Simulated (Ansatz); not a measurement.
Trial structure of BN, not yet relaxed:

```xyz
2
Lattice="0.0000 2.7312 2.9079 1.3638 0.0000 2.9079 1.3638 2.7312 0.0000" Properties=species:S:1:pos:R:3 pbc="T T T"
B     0.0000    0.0000    0.0000
N     1.3638    2.7312    2.9079
```

The calculation used Ansatz, DFT PBE, scalar-relativistic, plane waves, PAW. Plane waves to 420 eV, a k mesh through Γ of 8×8×8 on the computed 2-atom cell and Gaussian smearing (0.10 eV); no spin polarisation.

Energies over the elements count from the elements' standard structures at the same level (N₂ as a molecule), with no fitted energy shifts.

**Question.** How far from equilibrium is it?

**Answer.** The pressure is -11.8 GPa (the mean over three directions, positive in compression), the largest force is 0.00 eV/Å (symmetry fixes the atoms), and the energy is −0.26 eV/atom against the elements. The shortest distance is 1.36 Å.

**Question.** Is it a good guess?

**Answer.** A fair one: relaxing gains about 0.19 eV/atom in 26 ionic steps and ends at −0.444 eV/atom on the finer mesh. The symmetry goes from Fmmm (No. 69) to I4/mmm (No. 139). The volume per atom grows by 75.3 %, from 10.8 to 19.0 Å³. The shortest distance goes from 1.36 Å (B–N) to 1.31 Å (B–N). Conventional cell: a = 5.381 Å, c = 2.623 Å. Around B lie 2 N at 1.31 Å; around N lie 2 B at 1.31 Å.

The last run used a 10×10×10 mesh for its 2-atom cell and Gaussian smearing of 0.02 eV. No dispersion correction is applied, so the spacing and binding between layers, chains or molecules are poorly described. The relaxation can't lower the symmetry of the start, and the grade says only how near the guess is to its own end. A structure relaxed within its symmetry needn't be a true minimum. Another cell of BN relaxed alike, in P6_3/mmc (a cell as deposited in COD), lies 0.81 eV/atom lower, so this cell isn't the stable form at this level.
